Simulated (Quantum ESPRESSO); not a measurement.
# ZrS2 (P-3m1) in Quantum ESPRESSO: reference runs

Aim: a first look at ZrS2 with PBE, on the cell as given and on a disturbed one.

All numbers are computed with Quantum ESPRESSO 7.5; they aren't measurements. Logs are shortened: lines on timing, memory, paths and dates and some standing lists are left out, and cuts for length are marked.

### 1 The crystal as given

It takes space group P-3m1 (No. 164, trigonal). Conventional cell: a = 3.691 Å, b = 3.691 Å, c = 6.041 Å, α = 90.00°, β = 90.00°, γ = 120.00°. Zr (site symmetry -3m) has 6 S at 2.57 Å as nearest neighbours. S (site symmetry 3m) has 3 Zr at 2.57 Å as nearest neighbours.

The cell is a database's computed one.

### 2 Single point, PBE

The input, pw.in:

```
&CONTROL
  calculation = 'scf'
  prefix = 'pwscf'
  outdir = './tmp'
  pseudo_dir = './pseudo'
  tprnfor = .true.
  tstress = .true.
  disk_io = 'low'
/
&SYSTEM
  ibrav = 0
  nat = 3
  ntyp = 2
  ecutwfc = 55
  ecutrho = 440
  nbnd = 19
  occupations = 'smearing'
  smearing = 'fd'
  degauss = 0.00367493
/
&ELECTRONS
  conv_thr = 6d-10
  electron_maxstep = 120
  mixing_beta = 0.5
/
ATOMIC_SPECIES
Zr    91.2240 Zr_pbe_v1.uspp.F.UPF
S     32.0600 s_pbe_v1.4.uspp.F.UPF
CELL_PARAMETERS angstrom
   3.6913825498    0.0000000000    0.0000000000
  -1.8456912749    3.1968310632    0.0000000000
   0.0000000000    0.0000000000    6.0410770100
ATOMIC_POSITIONS crystal
Zr     0.0000000000    0.0000000000    0.0000000000
S      0.3333333333    0.6666666667    0.2379099700
S      0.6666666667    0.3333333333    0.7620900300
K_POINTS automatic
8 8 5 0 0 0
```

The input, pp_density.in:

```
&INPUTPP
  prefix = 'pwscf'
  outdir = './tmp'
  filplot = 'density.dat'
  plot_num = 0
/
&PLOT
  nfile = 1
  filepp(1) = 'density.dat'
  iflag = 3
  output_format = 6
  fileout = 'density.cube'
/
```

The input, pp_potential.in:

```
&INPUTPP
  prefix = 'pwscf'
  outdir = './tmp'
  filplot = 'potential.dat'
  plot_num = 11
/
&PLOT
  nfile = 1
  filepp(1) = 'potential.dat'
  iflag = 3
  output_format = 6
  fileout = 'potential.cube'
/
```

Potentials or basis: SSSP 1.3 efficiency PBE.

Run with:

```
OMP_NUM_THREADS=1 pw.x -in pw.in > pw.out
OMP_NUM_THREADS=1 pp.x -in pp_density.in > pp_density.out
OMP_NUM_THREADS=1 pp.x -in pp_potential.in > pp_potential.out
```

pw.out:

```text
This program is part of the open-source Quantum ESPRESSO suite
     for quantum simulation of materials; please cite
[... 9 lines left out ...]
     --------------------
     sticks:   dense  smooth     PW     G-vecs:    dense   smooth      PW
     Sum        1483     745    211                75071    26669    4223

     Using Slab Decomposition

     bravais-lattice index     =            0
     lattice parameter (alat)  =       6.9757  a.u.
     unit-cell volume          =     481.0827 (a.u.)^3
     number of atoms/cell      =            3
     number of atomic types    =            2
     number of electrons       =        24.00
     number of Kohn-Sham states=           19
     kinetic-energy cutoff     =      55.0000  Ry
     charge density cutoff     =     440.0000  Ry
     scf convergence threshold =      6.0E-10
     mixing beta               =       0.5000
     number of iterations used =            8  plain     mixing
     Exchange-correlation=  SLA  PW   PBX  PBC
                           (   1   4   3   4   0   0   0)

     celldm(1)=   6.975702  celldm(2)=   0.000000  celldm(3)=   0.000000
     celldm(4)=   0.000000  celldm(5)=   0.000000  celldm(6)=   0.000000

     crystal axes: (cart. coord. in units of alat)
               a(1) = (   1.000000   0.000000   0.000000 )
               a(2) = (  -0.500000   0.866025   0.000000 )
               a(3) = (   0.000000   0.000000   1.636535 )

     reciprocal axes: (cart. coord. in units 2 pi/alat)
               b(1) = (  1.000000  0.577350 -0.000000 )
               b(2) = (  0.000000  1.154701  0.000000 )
               b(3) = (  0.000000 -0.000000  0.611047 )

     PseudoPot. # 1 for Zr read from file:
     Zr_pbe_v1.uspp.F.UPF
     Pseudo is Ultrasoft + core correction, Zval = 12.0
     Generated by new atomic code, or converted to UPF format
     Using radial grid of  887 points,  6 beta functions with:
                l(1) =   0
                l(2) =   0
                l(3) =   1
                l(4) =   1
                l(5) =   2
                l(6) =   2
     Q(r) pseudized with  6 coefficients,  rinner =    1.200   1.200   1.200
                                                       1.200   1.200

     PseudoPot. # 2 for S  read from file:
     s_pbe_v1.4.uspp.F.UPF
     Pseudo is Ultrasoft + core correction, Zval =  6.0
     Generated by new atomic code, or converted to UPF format
     Using radial grid of  907 points,  6 beta functions with:
                l(1) =   0
                l(2) =   0
                l(3) =   1
                l(4) =   1
                l(5) =   2
                l(6) =   2
     Q(r) pseudized with  8 coefficients,  rinner =    1.300   1.300   1.300
                                                       1.300   1.300

     atomic species   valence    mass     pseudopotential
     Zr               12.00    91.22400     Zr( 1.00)
     S                 6.00    32.06000     S ( 1.00)

     12 Sym. Ops., with inversion, found

   Cartesian axes

     site n.     atom                  positions (alat units)
         1        Zr     tau(   1) = (   0.0000000   0.0000000   0.0000000  )
         2        S      tau(   2) = (  -0.0000000   0.5773503   0.3893480  )
         3        S      tau(   3) = (   0.5000000   0.2886751   1.2471871  )

     number of k points=    40  Fermi-Dirac smearing, width (Ry)=  0.0037
                       cart. coord. in units 2pi/alat
        k(    1) = (   0.0000000   0.0000000   0.0000000), wk =   0.0062500
        k(    2) = (   0.0000000   0.0000000   0.1222094), wk =   0.0125000
        k(    3) = (   0.0000000   0.0000000   0.2444188), wk =   0.0125000
        k(    4) = (   0.0000000   0.1443376   0.0000000), wk =   0.0375000
        k(    5) = (   0.0000000   0.1443376   0.1222094), wk =   0.0375000
        k(    6) = (   0.0000000   0.1443376   0.2444188), wk =   0.0375000
[... 32 lines left out ...]
        k(   39) = (  -0.1250000   0.5051815  -0.1222094), wk =   0.0750000
        k(   40) = (  -0.1250000   0.5051815  -0.2444188), wk =   0.0750000

     Dense  grid:    75071 G-vectors     FFT dimensions: (  48,  48,  80)

     Smooth grid:    26669 G-vectors     FFT dimensions: (  36,  36,  54)

     Initial potential from superposition of free atoms

     starting charge      23.9978, renormalised to      24.0000

     negative rho (up, down):  5.991E-02 0.000E+00
     Starting wfcs are   21 randomized atomic wfcs

     Self-consistent Calculation

     iteration #  1     ecut=    55.00 Ry     beta= 0.50
     Davidson diagonalization with overlap
     ethr =  1.00E-02,  avg # of iterations =  4.2

     Threshold (ethr) on eigenvalues was too large:
     Diagonalizing with lowered threshold

     Davidson diagonalization with overlap
     ethr =  8.49E-04,  avg # of iterations =  1.1

     negative rho (up, down):  6.114E-02 0.000E+00

     total energy              =    -147.63891291 Ry
     estimated scf accuracy    <       0.20655476 Ry

     iteration #  2     ecut=    55.00 Ry     beta= 0.50
     Davidson diagonalization with overlap
     ethr =  8.61E-04,  avg # of iterations =  2.0

     negative rho (up, down):  6.160E-02 0.000E+00

     total energy              =    -147.66755077 Ry
     estimated scf accuracy    <       0.08810976 Ry

     iteration #  3     ecut=    55.00 Ry     beta= 0.50
     Davidson diagonalization with overlap
     ethr =  3.67E-04,  avg # of iterations =  2.2
[... 60 lines left out ...]
     iteration # 10     ecut=    55.00 Ry     beta= 0.50
     Davidson diagonalization with overlap
     ethr =  6.33E-11,  avg # of iterations =  3.3

     negative rho (up, down):  6.264E-02 0.000E+00

     total energy              =    -147.69314973 Ry
     estimated scf accuracy    <          2.2E-09 Ry

     iteration # 11     ecut=    55.00 Ry     beta= 0.50
     Davidson diagonalization with overlap
     ethr =  9.04E-12,  avg # of iterations =  2.9

     negative rho (up, down):  6.264E-02 0.000E+00

     End of self-consistent calculation

          k = 0.0000 0.0000 0.0000 (  3357 PWs)   bands (ev):

   -42.5110 -20.5682 -20.4210 -20.4210  -6.0838  -4.6897   2.2886   3.7179
     3.7179   6.3949   6.3949   6.4373   8.0773   8.0773   8.9199  11.4888
    11.4888  12.2567  12.3817

          k = 0.0000 0.0000 0.1222 (  3321 PWs)   bands (ev):

   -42.5110 -20.5683 -20.4210 -20.4210  -6.0284  -4.7799   2.5268   3.7272
     3.7272   5.9320   6.3610   6.3610   8.0686   8.0686   9.0763  11.5839
    11.5839  12.4586  12.7476

          k = 0.0000 0.0000 0.2444 (  3309 PWs)   bands (ev):

   -42.5110 -20.5685 -20.4210 -20.4210  -5.9199  -4.9428   3.0491   3.7426
     3.7426   5.0902   6.3071   6.3071   8.0541   8.0541   9.2185  11.7457
    11.7457  12.7002  13.7156
[... 43 lines left out ...]
          k = 0.0000 0.4330 0.1222 (  3317 PWs)   bands (ev):

   -42.4961 -20.6315 -20.5217 -20.4667  -5.2352  -4.7524   2.5166   3.3149
     4.0052   4.2051   5.4211   5.7051   7.6943   9.5798   9.9788  11.6966
    11.7565  13.3907  13.9258

          k = 0.0000 0.4330 0.2444 (  3319 PWs)   bands (ev):

   -42.4961 -20.6315 -20.5218 -20.4667  -5.2224  -4.7646   2.4508   3.2134
     3.9700   4.4315   5.4765   5.8030   7.6261   9.6057   9.9304  11.6304
    11.7456  13.0383  13.7794

          k = 0.0000-0.5774 0.0000 (  3346 PWs)   bands (ev):

   -42.4936 -20.6665 -20.5137 -20.4745  -5.1311  -4.7020   2.2281   3.9289
     4.0433   4.1427   4.8376   5.3195   7.6843   9.7311   9.9909  12.1620
    12.4259  13.1859  14.3976

          k = 0.0000-0.5774 0.1222 (  3314 PWs)   bands (ev):

   -42.4936 -20.6664 -20.5138 -20.4745  -5.1552  -4.6715   2.1957   3.6591
     4.0021   4.2517   5.1553   5.3882   7.6427   9.7285   9.9910  12.0198
    12.4564  12.9526  14.1249

          k = 0.0000-0.5774 0.2444 (  3318 PWs)   bands (ev):

   -42.4936 -20.6664 -20.5138 -20.4745  -5.1889  -4.6272   2.1367   3.4593
     3.9423   4.2861   5.4937   5.6153   7.5415   9.7238   9.9903  11.8124
    12.3844  12.8607  13.7113

          k = 0.1250 0.2165 0.0000 (  3294 PWs)   bands (ev):

   -42.5041 -20.5471 -20.5157 -20.4464  -5.6551  -4.7924   2.8776   3.4397
     3.8736   4.6290   5.3451   6.3245   8.4251   8.6878   9.4942  11.1075
    11.3891  14.0330  14.5426

          k = 0.1250 0.2165 0.1222 (  3313 PWs)   bands (ev):

   -42.5041 -20.5472 -20.5157 -20.4464  -5.6069  -4.8552   2.9233   3.4943
     3.8586   4.6562   5.3379   6.1733   8.4544   8.6297   9.6183  11.1682
    11.2142  14.3022  14.5732

          k = 0.1250 0.2165 0.2444 (  3303 PWs)   bands (ev):
[... 101 lines left out ...]
          k = 0.0000 0.4330-0.1222 (  3317 PWs)   bands (ev):

   -42.4961 -20.6315 -20.5217 -20.4667  -5.1341  -4.8742   2.6345   3.5705
     4.0585   4.1831   5.1114   5.3193   7.7649   9.6034   9.8363  11.9394
    12.3974  13.1646  14.7712

          k = 0.0000 0.4330-0.2444 (  3319 PWs)   bands (ev):

   -42.4961 -20.6315 -20.5218 -20.4667  -5.1635  -4.8364   2.5214   3.3200
     3.9997   4.4659   5.4162   5.4208   7.6857   9.6202   9.8422  11.7363
    12.1566  12.9583  14.2582

          k =-0.1250 0.3608-0.1222 (  3314 PWs)   bands (ev):

   -42.4979 -20.5932 -20.5281 -20.4743  -5.1895  -4.9301   3.0805   3.3531
     3.8250   4.3343   4.8437   5.6060   8.3394   9.0590   9.8986  11.2377
    12.0599  14.1771  15.4934

          k =-0.1250 0.3608-0.2444 (  3312 PWs)   bands (ev):

   -42.4979 -20.5932 -20.5282 -20.4743  -5.1280  -4.9920   2.9000   3.2105
     4.0508   4.5023   4.8986   5.6501   8.2773   9.0539   9.9157  11.2796
    11.6554  14.1809  15.0162

          k =-0.1250 0.5052-0.1222 (  3319 PWs)   bands (ev):

   -42.4936 -20.6466 -20.5142 -20.4947  -5.0636  -4.7751   2.4753   3.4752
     4.1474   4.3285   4.7792   5.1116   8.1457   9.5379   9.8813  11.5729
    12.5619  13.5201  14.7647

          k =-0.1250 0.5052-0.2444 (  3312 PWs)   bands (ev):

   -42.4936 -20.6466 -20.5143 -20.4947  -5.1030  -4.7280   2.4118   3.3042
     4.0702   4.4177   4.9188   5.4174   8.0233   9.5419   9.8711  11.5045
    12.6970  13.1273  14.2657

     the Fermi energy is     7.0091 ev

!    total energy              =    -147.69314973 Ry
     estimated scf accuracy    <          1.9E-10 Ry
     smearing contrib. (-TS)   =      -0.00000012 Ry
     internal energy E=F+TS    =    -147.69314962 Ry

     The total energy is F=E-TS. E is the sum of the following terms:
     one-electron contribution =     -55.14211283 Ry
     hartree contribution      =      35.33494700 Ry
     xc contribution           =     -34.66888206 Ry
     ewald contribution        =     -93.21710172 Ry

     convergence has been achieved in  11 iterations

     negative rho (up, down):  6.264E-02 0.000E+00

     Forces acting on atoms (cartesian axes, Ry/au):

     atom    1 type  1   force =     0.00000000   -0.00000000    0.00000000
     atom    2 type  2   force =     0.00000000    0.00000000    0.00142954
     atom    3 type  2   force =    -0.00000000   -0.00000000   -0.00142954

     Total force =     0.002022     Total SCF correction =     0.000015

     Computing stress (Cartesian axis) and pressure

     negative rho (up, down):  6.264E-02 0.000E+00
          total   stress  (Ry/bohr**3)                   (kbar)     P=        4.08
   0.00000335  -0.00000000   0.00000000            0.49       -0.00        0.00
  -0.00000000   0.00000335   0.00000000           -0.00        0.49        0.00
   0.00000000   0.00000000   0.00007656            0.00        0.00       11.26

=------------------------------------------------------------------------------=
   JOB DONE.
=------------------------------------------------------------------------------=
```

Run time: 82 s. Hardware: 1 thread of Intel Xeon Platinum 8259CL at 2.50GHz (Skylake/Cascade Lake), shared host; peak memory 0.34 GiB.

Results:

* Free energy: -2009.4677 eV
* Pressure: 0.4 GPa
* Largest force: 0.037 eV/Å
* Band gap on the k mesh: 1.06 eV, indirect (least direct gap 1.64 eV)

Forces in eV/Å, atoms in the order of the input:
```
Zr   0.000  0.000  0.000
S    0.000  0.000  0.037
S    0.000  0.000 -0.037
```

Caveat: an odd mesh through Γ misses points on the zone boundary, where band edges often lie; this functional lacks dispersion, which binds the layers, so the pressure and a relaxed spacing across them are unreliable.

### 3 Single point, PBE (atoms moved at random, drawn with an rms of 0.05 Å)

Changes to pw.in since step 2:

```diff
@@ -7,3 +7,3 @@
   tstress = .true.
-  disk_io = 'low'
+  disk_io = 'nowf'
 /
@@ -33,5 +33,5 @@
 ATOMIC_POSITIONS crystal
-Zr     0.0000000000    0.0000000000    0.0000000000
-S      0.3333333333    0.6666666667    0.2379099700
-S      0.6666666667    0.3333333333    0.7620900300
+Zr     0.0023340000    0.0014690000    0.0006530000
+S      0.3271430000    0.6681840000    0.2436080000
+S      0.6722730000    0.3466260000    0.7550410000
 K_POINTS automatic
```

Potentials or basis: SSSP 1.3 efficiency PBE.

Run with:

```
OMP_NUM_THREADS=1 pw.x -in pw.in > pw.out
```

Run time: 4.3 min. Hardware: 1 thread of Intel Xeon Platinum 8259CL at 2.50GHz (Skylake/Cascade Lake), shared host; peak memory 0.45 GiB.

Results (log left out):

```
Free energy            : -2009.4499 eV
Pressure               : -1.5 GPa
Largest force          : 0.451 eV/Å
Band gap on the k mesh : 0.95 eV, indirect (least direct gap 1.60 eV)
```

Forces on the atoms (eV/Å):
```
Zr  -0.044  0.046 -0.103
S    0.094  0.095 -0.322
S   -0.050 -0.142  0.425
```

Stress tensor (GPa, compression positive):
```
-1.69 -0.14  0.47
-0.14 -1.28  0.77
 0.47  0.77 -1.41
```

Levels at points of the mesh, in eV from the valence-band top:
| k point | band 9 | band 10 | band 11 | band 12 | band 13 | band 14 | band 15 | band 16 |
| --- | --- | --- | --- | --- | --- | --- | --- | --- |
| (0.00, 0.00, 0.00) | -2.60 | -0.08 | -0.05 | -0.01 | 1.59 | 1.63 | 2.29 | 4.74 |
| (0.00, -0.50, 0.00) | -2.33 | -2.30 | -1.74 | -1.13 | 1.09 | 3.24 | 3.54 | 5.49 |
| (0.50, -0.50, 0.00) | -2.37 | -2.32 | -1.70 | -1.13 | 1.11 | 3.25 | 3.54 | 5.53 |
| (-0.50, 0.00, 0.00) | -2.40 | -2.37 | -1.66 | -1.12 | 1.14 | 3.25 | 3.56 | 5.55 |

Caveat: an odd mesh through Γ misses points on the zone boundary, where band edges often lie.

### 4 Comparison with measurements

Step 2. The gap isn't set beside the measured one, since this odd mesh misses points on the zone boundary.
